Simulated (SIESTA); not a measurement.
The system is LiH.

```
Li H
1.0
     0.00000    2.03675    2.03675
     2.03675    0.00000    2.03675
     2.03675    2.03675    0.00000
Li H
1 1
Cartesian
  0.0000 0.0000 0.0000
  2.0368 2.0368 2.0368
```

Program: SIESTA 5.4.2. Alike in all runs: no spin polarisation; cell as given; smearing fermi-dirac 0.05 eV; grid cutoff 800 Ry; energy shift 0.003 Ry.

Q: Order these runs on this cell by their band gap on the k mesh, lowest first.
A. level LDA; potentials or basis PseudoDojo 0.4 standard (LDA files), DZP (energy shift 0.003 Ry; two zetas on semicore shells); k mesh 11 × 11 × 11
B. level BLYP; potentials or basis PseudoDojo 0.4 standard (PBE files), DZP (energy shift 0.003 Ry; two zetas on semicore shells); k mesh 11 × 11 × 11
C. level PBE; potentials or basis PseudoDojo 0.4 standard (PBE files), TZP (energy shift 0.003 Ry; two zetas on semicore shells); k mesh 8 × 8 × 8; wannier functions 2; bands left out below 0; projections ["H:s", "Li:s"]; wannier mesh 6 × 6 × 6
D. level vdW-DF-cx; potentials or basis PseudoDojo 0.4 standard (PBE files), DZP (energy shift 0.003 Ry; two zetas on semicore shells); k mesh 11 × 11 × 11

A: A (2.82 eV), C (3.07 eV), D (3.30 eV), B (3.61 eV).

Caveats: the basis of atomic orbitals isn't converged, which shifts pressures, moduli and gaps; the mesh misses the band edges, which the band path finds closer together (some runs).

Not every run made on this cell is shown here.
